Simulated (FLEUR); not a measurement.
# BeS (F-43m) in FLEUR: notebook, part 2 of 2

FLEUR MaX-R8.1 (later development tree). Earlier steps stand in the parts before.

### 4 Equation of state, PBEsol, 13.69 Å³/atom (volume scaled by 0.96)

File inp.xml:

```xml
<?xml version="1.0" encoding="UTF-8" standalone="no"?>
<fleurInput fleurInputVersion="0.39">
   <comment>
      BeS                                                                                                 
   </comment>
   <calculationSetup>
      <cutoffs Kmax="5.13" Gmax="15.9" GmaxXC="15.9" numbands="0"/>
      <scfLoop itmax="60" minDistance="0.00001" maxIterBroyd="15" imix="Anderson" alpha="0.05" precondParam="0.0" spinf="2.0" sdNocoIR="T"/>
      <coreElectrons ctail="T" frcor="F" kcrel="0" coretail_lmax="0"/>
      <xcFunctional name="PBEs" relativisticCorrections="F"/>
      <magnetism jspins="1"/>
      <soc l_soc="F" theta="0.0" phi="0.0" spav="F"/>
      <expertModes spex="0" secvar="F"/>
      <geometryOptimization l_f="F" forcealpha="1.0" forcemix="BFGS" epsdisp="0.00001" epsforce="0.00001"/>
      <ldaU l_linMix="F" mixParam="0.05" spinf="1.0"/>
   </calculationSetup>
   <cell>
      <bzIntegration valenceElectrons="10.0" mode="hist" fermiSmearingEnergy="0.00183747">
         <kPointListSelection listName="default-1"/>
         <!-- k-points included here -->
         <xi:include xmlns:xi="http://www.w3.org/2001/XInclude" href="kpts.xml"> </xi:include>
      </bzIntegration>
      <!-- symmetry operations included here -->
      <xi:include xmlns:xi="http://www.w3.org/2001/XInclude" href="sym.xml"> </xi:include>
      <bulkLattice scale="0.9864848297">
         <bravaisMatrix>
            <row-1>    0.0000000000000000     4.5825858521549998     4.5825858521549998</row-1>
            <row-2>    4.5825858521549998     0.0000000000000000     4.5825858521549998</row-2>
            <row-3>    4.5825858521549998     4.5825858521549998     0.0000000000000000</row-3>
         </bravaisMatrix>
      </bulkLattice>
   </cell>
   <atomSpecies>
      <species name="Sulfur (S)" element="S" atomicNumber="16">
         <mtSphere radius="1.91" gridPoints="651" logIncrement="0.018"/>
         <atomicCutoffs lmax="8" lnonsphr="8"/>
         <electronConfig flipSpins="F">
            <coreConfig>(1s1/2) (2s1/2) (2p1/2) (2p3/2)</coreConfig>
            <valenceConfig>(3s1/2) (3p1/2) (3p3/2)</valenceConfig>
            <stateOccupation state="(3p1/2)" spinUp="0.666667" spinDown="0.666667"/>
            <stateOccupation state="(3p3/2)" spinUp="1.333333" spinDown="1.333333"/>
         </electronConfig>
         <energyParameters s="3" p="3" d="3" f="4"/>
         <lo type="SCLO" l="0" n="3" eDeriv="2"/>
         <lo type="SCLO" l="1" n="3" eDeriv="2"/>
         <lo type="SCLO" l="2" n="3" eDeriv="2"/>
         <lo type="SCLO" l="3" n="4" eDeriv="2"/>
      </species>
      <species name="Beryllium (Be)" element="Be" atomicNumber="4">
         <mtSphere radius="1.65" gridPoints="565" logIncrement="0.018"/>
         <atomicCutoffs lmax="8" lnonsphr="8"/>
         <electronConfig flipSpins="F">
            <coreConfig></coreConfig>
            <valenceConfig>(1s1/2) (2s1/2)</valenceConfig>
         </electronConfig>
         <energyParameters s="2" p="2" d="3" f="4"/>
         <lo type="SCLO" l="0" n="1" eDeriv="0"/>
         <lo type="SCLO" l="1" n="2" eDeriv="2"/>
         <lo type="SCLO" l="2" n="3" eDeriv="2"/>
      </species>
   </atomSpecies>
   <atomGroups>
      <atomGroup species="Sulfur (S)">
         <relPos label="                   1">-1.000/4.000 -1.000/4.000 -1.000/4.000</relPos>
         <force calculate="T" relaxXYZ="TTT"/>
      </atomGroup>
      <atomGroup species="Beryllium (Be)">
         <relPos label="                   2">.0000000000 .0000000000 .0000000000</relPos>
         <force calculate="T" relaxXYZ="TTT"/>
      </atomGroup>
   </atomGroups>
   <output dos="F" band="F" slice="F">
      <checks vchk="F" cdinf="F"/>
      <bandDOS minEnergy="-.5*Htr" maxEnergy="0.5*Htr" sigma="0.015" storeEVData="T"/>
      <vacuumDOS vacdos="F" integ="F" star="F" nstars="0" locx1="0.0" locy1="0.0" locx2="0.0" locy2="0.0" nstm="0" tworkf="0.0"/>
      <unfoldingBand unfoldBand="F" supercellX="1" supercellY="1" supercellZ="1"/>
      <plotting iplot="0" polar="F">
         <plot TwoD="T" vec1="  1.0  0.0  0.0" vec2="  0.0  1.0  0.0" vec3="  0.0  0.0  1.0" zero="  0.0  0.0  0.0" file="plot"/>
      </plotting>
      <chargeDensitySlicing numkpt="0" minEigenval="0.0" maxEigenval="0.0" nnne="0" pallst="F"/>
      <specialOutput eonly="F"/>
      <moessbauerParams electricFieldGradient="T" isomerShift="T" coreHyperfine="T" valenceHyperfine="T"/>
      <magneticCircularDichroism mcd="F" energyLo="-10.0" energyUp="0.0"/>
   </output>
  <!-- We include the file relax.xml here to enable relaxations (see documentation) -->
  <xi:include xmlns:xi="http://www.w3.org/2001/XInclude" href="relax.xml"> <xi:fallback/> </xi:include>
</fleurInput>
```

Run with:

```sh
> inpgen -f crystal.txt -profile fastHighL
> # inp.xml edited to the form shown
> fleur_MPI
```

Wall time 51 s (1 thread of Arm Neoverse V2, shared host); peak memory 0.06 GiB.

Results (log left out):

* Free energy: -11247.2481 eV
* Band gap on the k mesh: 2.93 eV, indirect (least direct gap 5.56 eV)
* Valence electrons inside the program's atomic spheres: S 3.71; Be 2.65 (radii S 1.91, Be 1.65 bohr)

Caveat: an odd mesh through Γ misses points on the zone boundary, where band edges often lie.

### 5 Equation of state, PBEsol, 13.98 Å³/atom (volume scaled by 0.98)

Edit inp.xml of step 4 so:

```diff
@@ -24,3 +24,3 @@
       <xi:include xmlns:xi="http://www.w3.org/2001/XInclude" href="sym.xml"> </xi:include>
-      <bulkLattice scale="0.9864848297">
+      <bulkLattice scale="0.9932883884">
          <bravaisMatrix>
```

Run with:

```sh
> inpgen -f crystal.txt -profile fastHighL
> # inp.xml edited to the form shown
> fleur_MPI
```

It took 53 s on 1 thread of Arm Neoverse V2, shared host; peak memory 0.06 GiB.

It converged, with:

```yaml
Free_energy: -11247.2562 eV
Band_gap_on_the_k_mesh: 2.98 eV, indirect (least direct gap 5.57 eV)
Valence_electrons_inside_the_program's_atomic_spheres: S 3.70; Be 2.64 (radii S 1.91, Be 1.65 bohr)
```

Caveat: an odd mesh through Γ misses points on the zone boundary, where band edges often lie.

### 6 Equation of state, PBEsol, 14.26 Å³/atom

Edit inp.xml of step 5 so:

```diff
@@ -24,3 +24,3 @@
       <xi:include xmlns:xi="http://www.w3.org/2001/XInclude" href="sym.xml"> </xi:include>
-      <bulkLattice scale="0.9932883884">
+      <bulkLattice scale="1.0000000000">
          <bravaisMatrix>
```

Potentials or basis: all-electron, FLAPW.

Run with:

```sh
> inpgen -f crystal.txt -profile fastHighL
> # inp.xml edited to the form shown
> fleur_MPI
```

It took 54 s on 1 thread of Arm Neoverse V2, shared host; peak memory 0.06 GiB.

It converged, with:

| Property | Result |
| --- | --- |
| Free energy | -11247.2570 eV |
| Band gap on the k mesh | 3.02 eV, indirect (least direct gap 5.59 eV) |
| Valence electrons inside the program's atomic spheres | S 3.68; Be 2.62 (radii S 1.91, Be 1.65 bohr) |

Caveat: an odd mesh through Γ misses points on the zone boundary, where band edges often lie.

### 7 Equation of state, PBEsol, 14.55 Å³/atom (volume scaled by 1.02)

Edit inp.xml of step 6 so:

```diff
@@ -24,3 +24,3 @@
       <xi:include xmlns:xi="http://www.w3.org/2001/XInclude" href="sym.xml"> </xi:include>
-      <bulkLattice scale="1.0000000000">
+      <bulkLattice scale="1.0066227096">
          <bravaisMatrix>
```

Run with:

```sh
> inpgen -f crystal.txt -profile fastHighL
> # inp.xml edited to the form shown
> fleur_MPI
```

Wall time 61 s (1 thread of Arm Neoverse V2, shared host); peak memory 0.06 GiB.

The run converged. Its results:

- Free energy: -11247.2511 eV
- Band gap on the k mesh: 3.06 eV, indirect (least direct gap 5.54 eV)
- Valence electrons inside the program's atomic spheres: S 3.67; Be 2.61 (radii S 1.91, Be 1.65 bohr)

Caveat: an odd mesh through Γ misses points on the zone boundary, where band edges often lie.

### 8 Equation of state, PBEsol, 14.83 Å³/atom (volume scaled by 1.04)

Edit inp.xml of step 7 so:

```diff
@@ -24,3 +24,3 @@
       <xi:include xmlns:xi="http://www.w3.org/2001/XInclude" href="sym.xml"> </xi:include>
-      <bulkLattice scale="1.0066227096">
+      <bulkLattice scale="1.0131594038">
          <bravaisMatrix>
```

Run with:

```sh
> inpgen -f crystal.txt -profile fastHighL
> # inp.xml edited to the form shown
> fleur_MPI
```

It took 64 s on 1 thread of Arm Neoverse V2, shared host; peak memory 0.06 GiB.

It converged, with:

| Property | Result |
| --- | --- |
| Free energy | -11247.2390 eV |
| Band gap on the k mesh | 3.10 eV, indirect (least direct gap 5.38 eV) |
| Valence electrons inside the program's atomic spheres | S 3.66; Be 2.59 (radii S 1.91, Be 1.65 bohr) |

Caveat: an odd mesh through Γ misses points on the zone boundary, where band edges often lie.

### 9 Equation of state, PBEsol, 15.12 Å³/atom (volume scaled by 1.06)

Edit inp.xml of step 8 so:

```diff
@@ -24,3 +24,3 @@
       <xi:include xmlns:xi="http://www.w3.org/2001/XInclude" href="sym.xml"> </xi:include>
-      <bulkLattice scale="1.0131594038">
+      <bulkLattice scale="1.0196128224">
          <bravaisMatrix>
```

Potentials or basis: all-electron, FLAPW.

Run with:

```sh
> inpgen -f crystal.txt -profile fastHighL
> # inp.xml edited to the form shown
> fleur_MPI
```

Wall time 67 s (1 thread of Arm Neoverse V2, shared host); peak memory 0.06 GiB.

Results (log left out):

* Free energy: -11247.2214 eV
* Band gap on the k mesh: 3.14 eV, indirect (least direct gap 5.23 eV)
* Valence electrons inside the program's atomic spheres: S 3.65; Be 2.58 (radii S 1.91, Be 1.65 bohr)

Caveat: an odd mesh through Γ misses points on the zone boundary, where band edges often lie.

### 10 Equation of state, PBEsol

No new run: the results of the series are fitted here.

What came out:

```
Equilibrium volume                      : 14.15 Å³/atom
Bulk modulus                            : 97 GPa
Pressure derivative of the bulk modulus : 3.8
```

Energy against volume, from the lowest point:
```tsv
volume (Å³/atom)	energy (meV/atom)
13.405	12.63
13.690	4.47
13.975	0.39
14.261	0.00
14.546	2.97
14.831	8.99
15.116	17.78
```
